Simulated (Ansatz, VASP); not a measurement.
PtS2: VASP beside Ansatz

```
CELL_PARAMETERS angstrom
3.54320 0.00000 0.00000
-1.77160 3.06850 0.00000
0.00000 0.00000 5.03880
ATOMIC_POSITIONS crystal
Pt 0.00000 0.00000 0.00000
S 0.66667 0.33333 0.77300
S 0.33333 0.66667 0.22700
```

Alike in both runs: task relaxation of cell and atoms; functional PBE; k mesh 9 × 9 × 5; occupations fermi-dirac, width 0.05 eV; no spin polarisation.

|  | VASP | Ansatz |
| --- | --- | --- |
| version | VASP 6.6.1 | Ansatz 0.2.0 |
| potentials or method | VASP PAW PBE potentials, release 64 (Pt_sv_GW, S_GW) | Ansatz PAW |
| plane-wave cutoff (eV) | 680 | 420 |
| valence electrons in the cell | 30 | 30 |

```tsv
	VASP	Ansatz	Ansatz less VASP
gap on the k mesh at the Fermi level, each at its own relaxed structure (eV)	1.26	1.57	+0.307
relaxed volume (Å³/atom)	21.25	23.99	+2.736
relaxed cell length with the largest relative difference (Å)	5.738	6.496	+0.7581
energy change over the relaxation (meV/atom)	-61	-67	-6.2
```

One of these differences is far larger than is usual between the two programs; its cause wasn't traced.

Caveats: the volume moved by over 15 % at a fixed basis, so the end points are rough; spin-orbit coupling is left out, which moves the levels of the heavy elements; this functional lacks dispersion, which binds the layers, so the pressure and a relaxed spacing across them are unreliable, and here the layers came unbound; an odd mesh through Γ misses points on the zone boundary, where band edges often lie (VASP); the volume moved by +16 % from the deposited cell, more than functionals usually miss (VASP); odd divisions of the mesh miss points on the zone boundary, where band edges often lie, so the gap on the mesh can be too wide (Ansatz); the plane-wave basis is chosen anew once the cell has moved, so the energies of steps on either side of that aren't comparable (Ansatz). Zero-point motion and thermal expansion aren't in these numbers. PBE usually gives volumes a little too large and moduli too small.
